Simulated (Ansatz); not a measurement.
Relaxed InN (zinc blende):

```
InN
1.0
    0.00000     2.49330     2.49330
    2.49330     0.00000     2.49330
    2.49330     2.49330     0.00000
N In
1 1
Direct
  0.75000   0.75000   0.75000
  0.00000   0.00000   0.00000
```

In this cell atom 2 (In, nearest neighbour N at 2.159 Å; its periodic images, 3.5 Å or more away, move with it) is moved by s along Cartesian z, unit vector (0.000, 0.000, 1.000); all other atoms and the cell stay fixed.

Computed with PBEsol (plane waves to 420 eV, PAW, scalar-relativistic; Ansatz, a program for electronic structure). k mesh 9×9×9 (Γ-centred), Fermi-Dirac smearing 0.05 eV. Energies are smeared free energies. With partly filled bands, energies and forces of such displacements shift with the k mesh and the smearing. At this level the bands of InN touch or barely overlap; measurements give the solid a gap. InN was relaxed with its symmetry unable to fall. The zero of ΔE is the undisplaced structure. The last digit holds for this mesh only.

| s (Å) | ΔE (meV/cell) |
|---|---|
| -0.430 | 774.5 |
| -0.344 | 517.1 |
| -0.258 | 300.7 |
| -0.172 | 136.8 |
| -0.086 | 34.7 |
| 0.000 | 0.0 |
| 0.086 | 34.7 |
| 0.172 | 136.8 |
| 0.258 | 300.7 |
| 0.344 | 517.1 |
| 0.430 | 774.5 |

### Question
What force constant k = d²E/ds² at s = 0 does the table give?

### Answer
9.4 eV/Å². It is the second difference of the nearest points, corrected with the next pair.

### Question
With k = 9.42 eV/Å² from the forces, is the well harmonic out to s = 0.430 Å?

### Answer
½ks² = 871 meV/cell against the computed 774 meV/cell, so the well is softer than harmonic there.

(A displaced cell: forces are minus the slopes of the energy, force constants its curvatures, and phonons follow from these.)
